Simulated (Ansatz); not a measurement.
## BN in Ansatz: the effect of dispersion

The system is BN.

```
CELL_PARAMETERS angstrom
0.00000 1.81300 1.81300
1.81300 0.00000 1.81300
1.81300 1.81300 0.00000
ATOMIC_POSITIONS crystal
N 0.25000 0.25000 0.25000
B 0.00000 0.00000 0.00000
```

The cell is a database's computed one.

Alike in all runs:

```yaml
Program: Ansatz 0.2.0
Task: relaxation of cell and atoms
Functional: PBE
Potentials_or_basis: all-electron LAPW, scalar-relativistic
Basis_error_allowed: 0.001 eV/atom
k_mesh: 13 × 13 × 13
Occupations: fermi-dirac, width 0.05 eV
Spin: no spin polarisation
```

Each run relaxes the cell or the atoms first.

```tsv
dispersion	gap on the mesh (eV)	relaxed volume (Å³/atom)
none	?	?
D3(BJ)	4.55	5.86
D4	4.55	5.87
```

Question: What does the run with dispersion none give?

Answer: gap on the mesh 4.53 eV; relaxed volume 5.95 Å³/atom.

Caveats: an odd mesh through Γ misses points on the zone boundary, where band edges often lie.
